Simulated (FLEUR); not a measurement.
# Rh (Fm-3m) in FLEUR: further runs, part 2 of 2

FLEUR MaX-R8.1 (later development tree). Earlier steps stand in the parts before.

### Step 6. Equation of state, r2SCAN, 14.22 Å³/atom (volume scaled by 1.04)

inp.xml reads:

```xml
<?xml version="1.0" encoding="UTF-8" standalone="no"?>
<fleurInput fleurInputVersion="0.39">
   <comment>
      Rh                                                                                                  
   </comment>
   <calculationSetup>
      <cutoffs Kmax="4.26" Gmax="13.2" GmaxXC="13.2" numbands="0"/>
      <scfLoop itmax="80" minDistance="0.0001" maxIterBroyd="30" imix="Anderson" alpha="0.05" precondParam="0.0" spinf="2.0" sdNocoIR="T"/>
      <coreElectrons ctail="F" frcor="F" kcrel="0" coretail_lmax="0"/>
      <xcFunctional name="LibXC" relativisticCorrections="F">
         <LibXCName exchange="mgga_x_r2scan" correlation="mgga_c_r2scan"/>
         <AuxGGA exchange="117" correlation="130"/>
      </xcFunctional>
      <magnetism jspins="1"/>
      <soc l_soc="F" theta="0.0" phi="0.0" spav="F"/>
      <expertModes spex="0" secvar="F"/>
      <geometryOptimization l_f="F" forcealpha="1.0" forcemix="BFGS" epsdisp="0.00001" epsforce="0.00001"/>
      <ldaU l_linMix="F" mixParam="0.05" spinf="1.0"/>
   </calculationSetup>
   <cell>
      <bzIntegration valenceElectrons="17.0" mode="hist" fermiSmearingEnergy="0.00183747">
         <kPointListSelection listName="default-1"/>
         <!-- k-points included here -->
         <xi:include xmlns:xi="http://www.w3.org/2001/XInclude" href="kpts.xml"> </xi:include>
      </bzIntegration>
      <!-- symmetry operations included here -->
      <xi:include xmlns:xi="http://www.w3.org/2001/XInclude" href="sym.xml"> </xi:include>
      <bulkLattice scale="1.0131594038">
         <bravaisMatrix>
            <row-1>    0.0000000000000000     3.5864167255721098     3.5864167255721098</row-1>
            <row-2>    3.5864167255721098     0.0000000000000000     3.5864167255721098</row-2>
            <row-3>    3.5864167255721098     3.5864167255721098     0.0000000000000000</row-3>
         </bravaisMatrix>
      </bulkLattice>
   </cell>
   <atomSpecies>
      <species name="Rhodium (Rh)" element="Rh" atomicNumber="45">
         <mtSphere radius="2.3" gridPoints="777" logIncrement="0.016"/>
         <atomicCutoffs lmax="9" lnonsphr="9"/>
         <electronConfig flipSpins="F">
            <coreConfig>(1s1/2) (2s1/2) (2p1/2) (2p3/2) (3s1/2) (3p1/2) (3p3/2) (3d3/2) (3d5/2)</coreConfig>
            <valenceConfig>(4s1/2) (4p1/2) (4p3/2) (5s1/2) (4d3/2) (4d5/2)</valenceConfig>
            <stateOccupation state="(5s1/2)" spinUp="0.500000" spinDown="0.500000"/>
            <stateOccupation state="(4d3/2)" spinUp="1.600000" spinDown="1.600000"/>
            <stateOccupation state="(4d5/2)" spinUp="2.400000" spinDown="2.400000"/>
         </electronConfig>
         <energyParameters s="5" p="5" d="4" f="4"/>
         <lo type="SCLO" l="0" n="4" eDeriv="0"/>
         <lo type="SCLO" l="1" n="4" eDeriv="0"/>
         <lo type="SCLO" l="1" n="4" eDeriv="1"/>
         <lo type="SCLO" l="2" n="4" eDeriv="2"/>
         <lo type="SCLO" l="3" n="4" eDeriv="2"/>
      </species>
   </atomSpecies>
   <atomGroups>
      <atomGroup species="Rhodium (Rh)">
         <relPos label="                   1">.0000000000 .0000000000 .0000000000</relPos>
         <force calculate="T" relaxXYZ="TTT"/>
      </atomGroup>
   </atomGroups>
   <output dos="F" band="F" slice="F">
      <checks vchk="F" cdinf="F"/>
      <bandDOS minEnergy="-.5*Htr" maxEnergy="0.5*Htr" sigma="0.015" storeEVData="T"/>
      <vacuumDOS vacdos="F" integ="F" star="F" nstars="0" locx1="0.0" locy1="0.0" locx2="0.0" locy2="0.0" nstm="0" tworkf="0.0"/>
      <unfoldingBand unfoldBand="F" supercellX="1" supercellY="1" supercellZ="1"/>
      <plotting iplot="0" polar="F">
         <plot TwoD="T" vec1="  1.0  0.0  0.0" vec2="  0.0  1.0  0.0" vec3="  0.0  0.0  1.0" zero="  0.0  0.0  0.0" file="plot"/>
      </plotting>
      <chargeDensitySlicing numkpt="0" minEigenval="0.0" maxEigenval="0.0" nnne="0" pallst="F"/>
      <specialOutput eonly="F"/>
      <moessbauerParams electricFieldGradient="T" isomerShift="T" coreHyperfine="T" valenceHyperfine="T"/>
      <magneticCircularDichroism mcd="F" energyLo="-10.0" energyUp="0.0"/>
   </output>
  <!-- We include the file relax.xml here to enable relaxations (see documentation) -->
  <xi:include xmlns:xi="http://www.w3.org/2001/XInclude" href="relax.xml"> <xi:fallback/> </xi:include>
</fleurInput>
```

Potentials or basis: all-electron, FLAPW.

Command:

```
inpgen -f crystal.txt -profile fastHighL
# inp.xml edited to the form shown
fleur_MPI
```

Run time: 14 s. Hardware: 1 thread of Arm Neoverse V2, shared host; peak memory 0.09 GiB.

The run converged. Its results:

```
Free energy                                           : -130217.6128 eV
Band gap on the k mesh                                : none (metal or under the smearing width)
Valence electrons inside the program's atomic spheres : Rh 15.17 (radii Rh 2.3 bohr)
```

Caveat: the meta-GGA is that of a development version, with a GGA for the radial functions and cores and without core tails.

### Step 7. Equation of state, r2SCAN, 14.49 Å³/atom (volume scaled by 1.06)

Changes to inp.xml since step 6:

```diff
@@ -27,3 +27,3 @@
       <xi:include xmlns:xi="http://www.w3.org/2001/XInclude" href="sym.xml"> </xi:include>
-      <bulkLattice scale="1.0131594038">
+      <bulkLattice scale="1.0196128224">
          <bravaisMatrix>
```

Command:

```
inpgen -f crystal.txt -profile fastHighL
# inp.xml edited to the form shown
fleur_MPI
```

It took 15 s on 1 thread of Arm Neoverse V2, shared host; peak memory 0.09 GiB.

It converged, with:

| Item | Value |
| --- | --- |
| Free energy | -130217.5935 eV |
| Band gap on the k mesh | none (metal or under the smearing width) |
| Valence electrons inside the program's atomic spheres | Rh 15.14 (radii Rh 2.3 bohr) |

Caveat: the meta-GGA is that of a development version, with a GGA for the radial functions and cores and without core tails.

### Step 8. Equation of state, r2SCAN

This step only gathers the single runs of the series.

What came out:

| Property | Result |
| --- | --- |
| Equilibrium volume | 13.72 Å³/atom |
| Bulk modulus | 283 GPa |

Energy against volume, from the lowest point:
```
volume (Å³/atom)  energy (meV/atom)
          12.851              55.45
          13.125              24.96
          13.671               0.00
          14.218              14.73
          14.492              34.02
```

Caveat: the meta-GGA is that of a development version, with a GGA for the radial functions and cores and without core tails.

### Step 9. Against experiment

Step 8. Measured bulk modulus of Rh: 264 GPa (quoted in “Thermal equation of state of rhodium characterized by XRD in a resistively heated diamond anvil cell”, 2024, pmc:11535440). This calculation gives 283 GPa (+7.0 %). The fit is for a static lattice scaled at fixed shape and fixed fractional positions.
